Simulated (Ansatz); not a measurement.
**What a change of settings does to a run on Ge**

The cell was built from the fcc type and relaxed in the same program; it needn't be a known or the stable phase. The listed cell was then made from it by scaling, straining or moving an atom.

First run: DFT, PBE, PAW with Ansatz's default frozen-core files, scalar-relativistic (Ansatz 0.2.0).

Command: `ansatz run input.yaml --threads 1 --pin off --max-ram 2048MiB --backend cpu --events-out ev --progress --plain --runs-dir out` The run took about 7.6 s on 1 thread of a shared machine.

```yaml
crystal:
  lattice:
    - [0.0, 2.1605055718, 2.1605055718]
    - [2.1605055718, 0.0, 2.1605055718]
    - [2.1605055718, 2.1605055718, 0.0]
  atoms:
    - { symbol: Ge, position: [0.0, 0.0, 0.0] }
kpoints:
  mp_grid: { grid: [16, 16, 16] }
scf:
  occupations: { method: fermi_dirac, width: 0.08 }
hamiltonian:
  xc: pbe
  pseudopotentials: { kind: paw }
output:
  forces: true
  stress: true
  eigenvalues: true
  efg: { contact_densities: true }
```

Result: converged; pressure -1.82 GPa; no gap on the k mesh; 6 SCF iterations.

The input is then changed:

```diff
@@ -12,5 +12,5 @@
 hamiltonian:
   xc: pbe
-  pseudopotentials: { kind: paw }
+  pseudopotentials: { kind: paw_fr }
 output:
   forces: true
@@ -18,3 +18,6 @@
   eigenvalues: true
   efg: { contact_densities: true }
+magnetization:
+  noncollinear: true
+  spin_orbit: true
```

Question: Predict the outcome of the changed run.

Answer: It converged; pressure -1.82 GPa; no gap on the k mesh; 6 SCF iterations.
